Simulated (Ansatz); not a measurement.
Method: DFT PBE, scalar-relativistic, plane waves, PAW in Ansatz. All cells share a 420 eV cutoff and Γ-centred k meshes spaced at most about 0.3 Å⁻¹ (2π included). No spin polarisation.

Energies over the elements count from the elements' standard structures at the same level (H₂ as a molecule), with no fitted energy shifts.

These are static total energies at zero pressure. Kohn–Sham gaps at this level usually fall short of measured ones. With hydrogen, zero-point motion can shift formation energies by some tens of meV/atom.

The competitors are the elements and 1 reference phase of this chemical system (from databases or known types: LiH), relaxed at the same level; other known phases may be missing.

Problem. Find a crystal containing Li and H that lies within 0.1 eV/atom of the hull of database phases or under it, with a gap near 3.6 eV.

Solution. LiH, space group R-3m (No. 166), at -0.390 eV/atom against the elements, with a gap of 3.62 eV on its mesh. Li on a site of symmetry -3m is surrounded by 6 H at 2.03 Å; around Li on a second site of symmetry -3m lie 6 H at 1.99 Å; Li on a site of symmetry 3m has 6 H at 1.99–2.03 Å; around H on its first site lie 6 Li at 1.99 Å; 1 more site not described.

```yaml
crystal:
  lattice:
    - [1.40330, 0.81020, 9.52011]
    - [-1.40330, 0.81020, 9.52011]
    - [0.00000, -1.62039, 9.52011]
  atoms:
    - { symbol: Li, position: [0.00000, 0.00000, 0.00000] }
    - { symbol: Li, position: [0.50000, 0.50000, 0.50000] }
    - { symbol: Li, position: [0.91425, 0.91425, 0.91425] }
    - { symbol: Li, position: [0.08575, 0.08575, 0.08575] }
    - { symbol: H, position: [0.79284, 0.79284, 0.79284] }
    - { symbol: H, position: [0.20716, 0.20716, 0.20716] }
    - { symbol: H, position: [0.62383, 0.62383, 0.62383] }
    - { symbol: H, position: [0.37617, 0.37617, 0.37617] }
```

The lowest competing phase:

| phase | space group | source | share of atoms | ΔE_f (eV/atom) |
| --- | --- | --- | --- | --- |
| LiH | Fm-3m (No. 225) | textbook type | 1.0000 | -0.417 |

The candidate lies 27 meV/atom above it. The candidate matches no cell in the subsets of the Crystallography Open Database and the Materials Project at hand. Such a margin is small enough for a metastable phase. Checks: no imaginary mode at Γ (other wave vectors untested). The answer needn't be unique; the calculation gave this one.
